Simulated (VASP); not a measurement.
Runs of VASP 6.6.1 on Ti. The structure is cubic, space group Im-3m (No. 229). The conventional cell has a = 3.313 Å, b = 3.313 Å, c = 3.313 Å, α = 90.00°, β = 90.00°, γ = 90.00°. Around Ti (site symmetry m-3m) lie 8 Ti at 2.87 Å. This isn't the form of Ti at room conditions, which is hcp.

```csv
task,cell,k mesh,cutoff (eV),gap on the mesh (eV),pressure (GPa),relaxed volume (Å³/atom)
single point,"Im-3m, 18.19 Å³/atom",8 × 8 × 8,520,none,(a),-
relaxation of cell and atoms,relaxed,18 × 18 × 18,600,none,0.0,16.50
single point,"Im-3m, 16.54 Å³/atom",18 × 18 × 18,520,none,-0.3,-
relaxation of cell and atoms,relaxed,8 × 8 × 8,600,none,0.0,16.51
single point,"Im-3m, 16.54 Å³/atom",8 × 8 × 8,520,none,-0.3,-
```

Alike in all rows: level PBEsol; potentials or basis VASP PAW PBE potentials, release 64 (Ti_sv); no spin polarisation; smearing gaussian 0.1 eV.

Task: Fill in the values left out.

Result: (a) -9.5.

Caveats: the PAW data sets were made with another functional, which shifts forces and pressure a little.

A gap of «none» marks a metal or a gap under the smearing width.
